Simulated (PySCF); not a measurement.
An unknown gives this computed stick spectrum. Theory: PySCF 2.14.0, density-fitted response routines, TDDFT CAM-B3LYP/aug-cc-pVTZ, vertical, gas phase, core orbitals frozen in the response. Geometries: PBE0-D3(BJ)/def2-TZVP, one conformer each. Relativistic effects are left out although some hold elements past zinc.

```tsv
state	E (eV)	f	main configurations (H = HOMO, L = LUMO)
S1	4.66	0.0000	H→L+1 (56%), H→L+7 (38%)
S2	5.17	0.019	H→L (86%)
S3	5.52	0.020	H→L+2 (63%), H→L+4 (20%)
S4	6.00	0.029	H→L+3 (92%)
S5	6.34	0.0000	H→L+7 (43%), H→L+1 (42%), H→L+17 (10%)
S6	6.37	0.0000	H→L+4 (56%), H→L+2 (27%), H→L+12 (8%)
S7	6.73	0.0000	H→L+5 (91%)
S8	6.87	0.0003	H→L+6 (91%)
S9	6.90	0.053	H→L+8 (89%)
S10	7.16	0.025	H→L+9 (93%)
```

**Question.** Which structure fits?
A. cyclopropene (`C1=CC1`)
B. propanal (`CCC=O`)
C. dimethylselenide (`C[Se]C`)

**Answer.** C. Its S1 lies at 4.66 eV; the nearest of the others has S1 at 4.40 eV. S1 is HOMO→LUMO+1 (56%), HOMO→LUMO+7 (38%). Löwdin shares by element: HOMO selenium 66%, carbon 27%; LUMO hydrogen 68% or more (atoms not listed hold the other 32%). At the same level the other candidates give, for their lowest levels:
- `C1=CC1`: 6.30 eV (f 0.070); 6.50 eV (f 0.002); 6.53 eV (f 0.004); 6.88 eV (f 0.027); 6.91 eV (f 0.000); T1 4.14 eV; HOMO -8.59, LUMO 0.41 eV
- `CCC=O`: 4.40 eV (f 0.000); 6.62 eV (f 0.020); 7.26 eV (f 0.048); 7.40 eV (f 0.008); 7.51 eV (f 0.002); T1 3.81 eV; HOMO -8.94, LUMO 0.17 eV
Triplets come from the Tamm–Dancoff approximation.
